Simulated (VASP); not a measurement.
# BrRb in VASP: settings compared, part 2 of 2

VASP 6.6.1. Earlier steps stand in the parts before.

**4. Single point, RPBE+D3(BJ)**

Contents of INCAR:

```
ALGO = Normal ; EDIFF = 1E-6
ENCUT = 520 ; GGA = RP
ISIF = 2 ; ISMEAR = 0
IVDW = 12 ; LASPH = T
LCHARG = F ; LREAL = F
LWAVE = F ; NELM = 60
PREC = Accurate ; SIGMA = 0.01
```

Contents of KPOINTS:

```
k-points
0
Gamma
  1 1 1
```

Contents of POSCAR:

```
RbBr
1.0
    9.0000000000      0.0000000000      0.0000000000
    0.0000000000      9.0000000000      0.0000000000
    0.0000000000      0.0000000000     12.0000000000
Br Rb
1 1
Cartesian
    4.5129999600      4.5209999700      4.5616280400
    4.5129999600      4.5209999700      7.5063720000
```

Potentials or basis: VASP PAW PBE potentials, release 64 (Br, Rb_sv).

Command:

```bash
cat potpaw_PBE.64/Br/POTCAR potpaw_PBE.64/Rb_sv/POTCAR > POTCAR
mpirun -np 1 vasp_gam > vasp.out
```

OUTCAR:

```text
EDIFF = 1E-6
   ENCUT = 520
   GGA = RP
   ISIF = 2
   ISMEAR = 0
   IVDW = 12
   LASPH = T
   LREAL = F
   NELM = 60
   PREC = Accurate
 IVDW          = 12

 ion  position               nearest neighbor table
   1  0.501  0.502  0.380-   2 2.94
   2  0.501  0.502  0.626-   1 2.94

  LATTYP: Found a simple tetragonal cell.
 ALAT       =     9.0000000000
 C/A-ratio  =     1.3333333333

  Lattice vectors:

 A1 = (   9.0000000000,   0.0000000000,   0.0000000000)
[... 179 lines left out ...]
------------------------ aborting loop because EDIFF is reached ----------------------------------------

 Edisp (eV)   -0.38360

 E8    (eV) :    -0.2883

  FORCE on cell =-STRESS in cart. coord.  units (eV):
  Direction    XX          YY          ZZ          XY          YZ          ZX
  --------------------------------------------------------------------------------------
  -------------------------------------------------------------------------------------
  Total       0.19037     0.19037    -0.82994     0.00000     0.00000     0.00000
  in kB       0.31380     0.31380    -1.36801     0.00000     0.00000     0.00000
  external pressure =       -0.25 kB  Pullay stress =        0.00 kB

 VOLUME and BASIS-vectors are now :
 -----------------------------------------------------------------------------
  energy-cutoff  :      520.00
  volume of cell :      972.00
      direct lattice vectors                 reciprocal lattice vectors
     9.000000000  0.000000000  0.000000000     0.111111111  0.000000000  0.000000000
     0.000000000  9.000000000  0.000000000     0.000000000  0.111111111  0.000000000
     0.000000000  0.000000000 12.000000000     0.000000000  0.000000000  0.083333333

 POSITION                                       TOTAL-FORCE (eV/Angst)
 -----------------------------------------------------------------------------------
      4.51300      4.52100      4.56163         0.000000     -0.000000      0.121569
      4.51300      4.52100      7.50637         0.000000      0.000000     -0.121569
 -----------------------------------------------------------------------------------
    total drift:                                0.000002      0.000004     -0.000066

  FREE ENERGIE OF THE ION-ELECTRON SYSTEM (eV)
  ---------------------------------------------------
  free  energy   TOTEN  =        -4.5894740213 eV

  energy  without entropy=       -4.5894740213  energy(sigma->0) =       -4.58947402
```

OSZICAR:

```text
N       E                     dE             d eps       ncg     rms          rms(c)
DAV:   1     0.171475639858E+03    0.17148E+03   -0.41060E+03    24   0.809E+02
DAV:   2     0.624894136342E+02   -0.10899E+03   -0.98990E+02    28   0.158E+02
DAV:   3     0.451328119555E+01   -0.57976E+02   -0.54937E+02    28   0.992E+01
[... 15 lines left out ...]
DAV:  19    -0.420584034919E+01   -0.38460E-04   -0.10633E-05    40   0.139E-02    0.231E-03
DAV:  20    -0.420586122487E+01   -0.20876E-04   -0.46216E-06    24   0.117E-02    0.252E-03
DAV:  21    -0.420586820417E+01   -0.69793E-05   -0.23560E-06    24   0.691E-03    0.149E-03
DAV:  22    -0.420587253900E+01   -0.43348E-05   -0.76823E-07    24   0.470E-03    0.604E-04
DAV:  23    -0.420587348921E+01   -0.95021E-06   -0.26124E-07    16   0.236E-03
   1 F= -.45894740E+01 E0= -.45894740E+01  d E =-.795963E-55
```

stdout:

```text
POSCAR found type information on POSCAR BrRb
 POSCAR found :  2 types and       2 ions
 scaLAPACK will be used
 -----------------------------------------------------------------------------
|                                                                             |
|                                                                             |
|     You enforced a specific xc type in the INCAR file but a different       |
|     I HOPE YOU KNOW WHAT YOU ARE DOING!                                     |
|                                                                             |
 -----------------------------------------------------------------------------

 LDA part: xc-table for (Slater+PW92), standard interpolation
 POSCAR, INCAR and KPOINTS ok, starting setup
 FFT: planning ... GRIDC
 FFT: planning ... GRID_SOFT
 FFT: planning ... GRID
 WAVECAR not read
 entering main loop
```

Wall time 35 s (1 thread of Intel Xeon 6975P-C (Granite Rapids), shared host); peak memory 0.81 GiB.

What came out:

| Property | Result |
| --- | --- |
| Free energy | -4.5895 eV |
| Largest force | 0.122 eV/Å |
| Gap between the frontier levels | 2.59 eV |
| Dispersion energy per atom | -0.192 eV |

Forces in eV/Å, atoms in the order of the input:
```
Br   0.000  0.000  0.122
Rb   0.000  0.000 -0.122
```

Caveat: the PAW data sets were made with another functional, which shifts forces and pressure a little. A hybrid or GW would open this gap; RPBE tends to underestimate it.

**5. For comparison**

An earlier run on the cell as given: functional PBE; potentials or basis VASP PAW PBE potentials, release 64 (Br, Rb_sv); cutoff 520 eV; k mesh 1 × 1 × 1; occupations gaussian, width 0.01 eV; no spin polarisation.

- Largest force: 0.070 eV/Å
- Gap between the frontier levels: 2.75 eV

**6. The runs side by side**

| task | level | cell | gap on the mesh (eV) | largest force (eV/Å) |
| --- | --- | --- | --- | --- |
| single point | revPBE | as given | 2.63 | 0.17 |
| relaxation of the atoms | r2SCAN+D3(BJ) | atoms relaxed | 3.60 | 0.01 |
| single point | RPBE+D3(BJ) | as given | 2.59 | 0.12 |
| single point | PBE | as given | 2.75 | 0.07 |

Alike in all rows: potentials or basis VASP PAW PBE potentials, release 64 (Br, Rb_sv); no spin polarisation; k mesh 1 × 1 × 1; cutoff (eV) 520; smearing gaussian 0.01 eV.

On the cell as given the gap runs from 2.59 eV (RPBE+D3(BJ)) to 2.75 eV (PBE).

Caveats: the PAW data sets were made with another functional, which shifts forces and pressure a little (some runs).

Absolute energies hang on the potentials; compare differences alone.
